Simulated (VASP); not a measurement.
A run of VASP 6.6.1 is set up as follows.

File POSCAR:

```
InP
1.0
    0.0000000000      2.9538133754      2.9538133754
    2.9538133754      0.0000000000      2.9538133754
    2.9538133754      2.9538133754      0.0000000000
In P
1 1
Direct
    0.0000000000      0.0000000000      0.0000000000
    0.2500000000      0.2500000000      0.2500000000
```

INCAR.step1

```
ALGO = Normal
EDIFF = 1E-4
ENCUT = 520
GGA = PE
ISMEAR = 0
LASPH = T
LCHARG = F
LREAL = F
LWAVE = T
NBANDS = 16
NELM = 100
PREC = Accurate
SIGMA = 0.01
```

Contents of INCAR.step2:

```
ALGO = Normal
EDIFF = 1E-6
ENCUT = 520
ISIF = 2
ISMEAR = 0
ISTART = 1
LASPH = T
LCHARG = T
LELF = T
LMIXTAU = T
LREAL = F
LVHAR = T
LWAVE = F
METAGGA = R2SCAN
NBANDS = 16
NELM = 100
PREC = Accurate
SIGMA = 0.01
```

Contents of KPOINTS:

```
k-points
0
Gamma
  6 6 6
```

Potentials or basis: VASP PAW PBE potentials, release 64 (In_d, P).

Run with:

```sh
$ cat potpaw_PBE.64/In_d/POTCAR potpaw_PBE.64/P/POTCAR > POTCAR
$ cp INCAR.step1 INCAR
$ mpirun -np 1 vasp_std > vasp.out
$ cp INCAR.step2 INCAR
$ mpirun -np 1 vasp_std > vasp.out
```

Problem. Predict the pressure.

Solution. -0.1 GPa.

Problem. What does it give for the band gap on the k mesh?

Solution. 1.03 eV, direct.

Caveat: the PAW data sets were made with another functional, which shifts forces and pressure a little; spin-orbit coupling is left out, which moves the levels of the heavy elements.
